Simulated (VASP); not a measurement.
# Cr: energy at fixed spin moment

Cr, Cmcm (no. 63), 2 atoms in the cell. PBE, fixed spin moment; PAW potentials Cr_pv (PBE set).

Volume against the source cell: 1.

## Input

INCAR.step1:
```
SYSTEM = Cr
PREC = Accurate
ENCUT = 450
EDIFF = 1E-7
NELM = 200
ALGO = Normal
ISMEAR = 1
SIGMA = 0.1
LREAL = .FALSE.
LASPH = .TRUE.
LMAXMIX = 4
LORBIT = 11
LWAVE = .FALSE.
LCHARG = .FALSE.
GGA = PE
ISPIN = 2
ISIF = 2
NUPDOWN = 0.0
MAGMOM = 0 0
```

INCAR.step2, as INCAR.step1 but for:
```
- NUPDOWN = 0.0
- MAGMOM = 0 0
+ NUPDOWN = 0.75
+ MAGMOM = 0.375 0.375
```

INCAR.step3 to INCAR.step9 change the same tags again: MAGMOM = 0.75 0.75, 1.125 1.125, 1.5 1.5, 1.875 1.875, 2.25 2.25, 2.625 2.625, 3 3; NUPDOWN = 1.5, 2.25, 3.0, 3.75, 4.5, 5.25, 6.0.

INCAR.step10, as INCAR.step9 but for:
```
- NUPDOWN = 6.0
```

KPOINTS:
```
k-points
0
Gamma
  19 19 10
```

POSCAR:
```
Cr
1.0
    1.1470505050     -2.4670251200      0.0000000000
    1.1470505050      2.4670251200      0.0000000000
    0.0000000000      0.0000000000      4.0643107400
Cr
2
Direct
    0.8705325800      0.1294674200      0.7500000000
    0.1294674200      0.8705325800      0.2500000000
```

Commands (each step's output is kept before the next begins):
```
cat potpaw_PBE.64/Cr_pv/POTCAR > POTCAR
cp INCAR.step1 INCAR
mpirun -np 4 vasp_std > vasp.out
rm WAVECAR CHG
cp INCAR.step2 INCAR
mpirun -np 4 vasp_std > vasp.out
rm WAVECAR CHG
cp INCAR.step3 INCAR
mpirun -np 4 vasp_std > vasp.out
rm WAVECAR CHG
cp INCAR.step4 INCAR
mpirun -np 4 vasp_std > vasp.out
rm WAVECAR CHG
cp INCAR.step5 INCAR
mpirun -np 4 vasp_std > vasp.out
rm WAVECAR CHG
cp INCAR.step6 INCAR
mpirun -np 4 vasp_std > vasp.out
rm WAVECAR CHG
cp INCAR.step7 INCAR
mpirun -np 4 vasp_std > vasp.out
rm WAVECAR CHG
cp INCAR.step8 INCAR
mpirun -np 4 vasp_std > vasp.out
rm WAVECAR CHG
cp INCAR.step9 INCAR
mpirun -np 4 vasp_std > vasp.out
rm WAVECAR CHG
cp INCAR.step10 INCAR
mpirun -np 4 vasp_std > vasp.out
```

## Result

- Moment at the minimum, by a parabola in the squared moment through the lowest point and its neighbours (muB per cell): 0.00
- Energy there by the same parabola, against the smallest moment (meV/atom): 0.0
- Moment left free (muB per cell): 0.00

Energy at fixed total moment:

| Moment (muB per cell) | Energy (meV/atom) | Pressure (GPa) |
|---|---|---|
| 0.00 | 0.0 | 6.3 |
| 0.75 | 20.0 | 6.9 |
| 1.50 | 103.9 | 9.6 |
| 2.25 | 243.7 | 14.3 |
| 3.00 | 428.3 | 20.4 |
| 3.75 | 654.4 | 28.1 |
| 4.50 | 925.0 | 37.8 |
| 5.25 | 1241.1 | 49.1 |
| 6.00 | 1609.1 | 62.1 |

VASP 6.6.1 took 2079 s on 4 cores (Intel Xeon Platinum 8259CL @ 2.50GHz (Skylake/Cascade Lake)), a shared host.
